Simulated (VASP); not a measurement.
Runs of VASP 6.6.1 on Ga2O3. It takes space group R-3c (No. 167, trigonal). Conventional cell: a = 4.999 Å, b = 4.999 Å, c = 13.501 Å, α = 90.00°, β = 90.00°, γ = 120.00°. Ga (site symmetry 3) is surrounded by 6 O at 1.93 to 2.08 Å. O (site symmetry 2) has 4 Ga at 1.93 to 2.08 Å as nearest neighbours. 

```tsv
level	potentials or basis	gap on the mesh (eV)	pressure (GPa)	relaxed volume (Å³/atom)	largest force (eV/Å)
PBEsol	VASP PAW PBE potentials, release 64 (Ga_d, O)	2.69	0.0	9.72	0.01
PBE+D3(BJ)	VASP PAW PBE potentials, release 64 (Ga_d, O)	2.53	0.0	(a)	-
LDA	VASP PAW LDA potentials, release 64 (Ga_d, O)	3.00	0.1	9.47	0.01
PBE	VASP PAW PBE potentials, release 64 (Ga_d, O)	(b)	0.1	(c)	0.01
```

Alike in all rows: task relaxation of cell and atoms; no spin polarisation; cell relaxed; k mesh 7 × 7 × 7; cutoff (eV) 600; smearing gaussian 0.03 eV.

Estimate the missing entries.

(a) 9.93; (b) 2.37; (c) 10.09.

Caveats: an odd mesh through Γ misses points on the zone boundary, where band edges often lie; the PAW data sets were made with another functional, which shifts forces and pressure a little (some runs).

A k mesh can miss the band edges, and the runs leave out spin-orbit coupling on Ga.

Not every run made on this cell is shown here.
